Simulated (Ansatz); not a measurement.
## Pb: hydrostatic pressure series

All numbers below come from DFT r2SCAN, scalar-relativistic, plane waves, PAW in Ansatz 0.2.0. Settings: 500 eV cutoff, 12×12×4 k-mesh, Gaussian smearing of 0.10 eV, no spin polarisation.

Reference structure (relaxed):

```yaml
crystal:
  lattice:
    - [3.52861, 0.00000, 0.00000]
    - [-1.76431, 3.05587, 0.00000]
    - [0.00000, 0.00000, 11.53183]
  atoms:
    - { symbol: Pb, position: [0.00000, 0.00000, 0.00000] }
    - { symbol: Pb, position: [0.33333, 0.66667, 0.25000] }
    - { symbol: Pb, position: [0.00000, 0.00000, 0.50000] }
    - { symbol: Pb, position: [0.66667, 0.33333, 0.75000] }
```

Cell and atoms are relaxed at each pressure within the symmetry of the start, at zero temperature, so transitions that lower the symmetry aren't seen. The k-mesh given is that at zero pressure and may differ at others. a, b and c are the lengths of the cell vectors above.

Spin–orbit coupling is left out, which can shift energies with elements as heavy as these.

```
P (GPa) V (Å³/atom) V/V0  a (Å) b (Å) c (Å)
     -1        31.88  1.026  3.558  3.558  11.629
      0        31.09  1.000  3.529  3.529  11.532
      1        30.43  0.979  3.503  3.503  11.453
      4        28.85  0.928  3.441  3.441  11.254
     12        26.06  0.838  3.327  3.327  10.873
     25        23.41  0.753  3.212  3.212  10.482
     50        20.54  0.661  3.066  3.066  10.094
     90        18.07  0.581  2.936  2.936   9.682
```

Question: What bulk modulus and pressure derivative fit these points?

Answer: A third-order Birch–Murnaghan fit gives B0 = 44 GPa and B0' = 4.8.

Question: Which cell vector or vectors give way most up to 90 GPa?

Answer: a and b: the changes are a -16.8 %, b -16.8 %, c -16.0 %.

This form isn't the element's structure at ambient conditions.